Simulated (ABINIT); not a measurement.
Runs of ABINIT 10.8.3 (patched build) on Re. It takes space group P6_3/mmc (No. 194, hexagonal). The conventional cell has a = 2.761 Å, b = 2.761 Å, c = 4.458 Å, α = 90.00°, β = 90.00°, γ = 120.00°. Around Re (site symmetry -6m2) lie 12 Re at 2.74 to 2.76 Å. 

```csv
task,level,potentials or basis,k mesh,cutoff (eV),fine-grid cutoff,mesh quality,gap on the mesh (eV),V0 of scaled cells (Å³/atom),B0 (GPa)
band structure,PBEsol,PseudoDojo NC SR PBEsol v0.4.1 standard,11 × 11 × 6,980,-,not flagged,none,-,-
equation of state,LDA-PZ,JTH PAW LDA v2.0,11 × 11 × 6,463,925.187 eV,not flagged,-,(a),400
single point,LDA,JTH PAW LDA v2.0,4 × 4 × 2,463,925.187 eV,coarse,none,-,-
equation of state,LDA,JTH PAW LDA v2.0,11 × 11 × 6,327,653.073 eV,not flagged,-,14.31,399
equation of state,LDA,JTH PAW LDA v2.0,11 × 11 × 6,463,925.187 eV,not flagged,-,14.33,400
```

Alike in all rows: no spin polarisation; cell as given; smearing fermi-dirac 0.05 eV.

Q: Estimate the missing entries.

A: (a) 14.35.

Caveats: some runs use coarse meshes; pressures at fixed basis lie under the slope of the energies (some runs); the cell was scaled at fixed shape and fractional positions, which overstates the stiffness of a crystal with free parameters, most of all of layers and chains (some runs).

A k mesh can miss the band edges, and the runs leave out spin-orbit coupling on Re.

A gap of «none» marks a metal or a gap under the smearing width.

Not every run made on this cell is shown here.
